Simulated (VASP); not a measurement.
Here is a VASP 6.6.1 calculation.

The input INCAR:

```
SYSTEM = BiTe
PREC = Accurate ; ENCUT = 600
EDIFF = 1E-6 ; ISMEAR = -1
SIGMA = 0.05 ; LREAL = .FALSE.
LASPH = .TRUE. ; NELM = 60
ALGO = Fast ; ISIF = 3
LWAVE = .FALSE. ; LCHARG = .FALSE.
GGA = CA ; IBRION = 2
NSW = 60 ; EDIFFG = -0.02
```

File KPOINTS:

```
regular mesh
0
G
  6 6 6
  0 0 0
```

File POSCAR:

```
BiTe
1.0
    2.4227077728      1.3987509848      3.3172919545
   -2.4227077728      1.3987509848      3.3172919545
    0.0000000000     -2.7975019696      3.3172919545
Bi Te
1 1
Direct
    0.5000000000      0.5000000000      0.5000000000
    0.0000000000      0.0000000000      0.0000000000
```

Potentials or basis: VASP PAW LDA potentials, release 64 (Bi_d, Te).

Launch:

```sh
$ cat potpaw_LDA.64/Bi_d/POTCAR potpaw_LDA.64/Te/POTCAR > POTCAR
$ mpirun -np 1 vasp_std > vasp.out
```

(1) What does it give for the band gap on the k mesh?

(2) What does it give for the relaxed volume?

Results:

(1) none (metal or under the smearing width).

(2) 31.19 Å³/atom.

Caveat: spin-orbit coupling is left out, which moves the levels of the heavy elements.
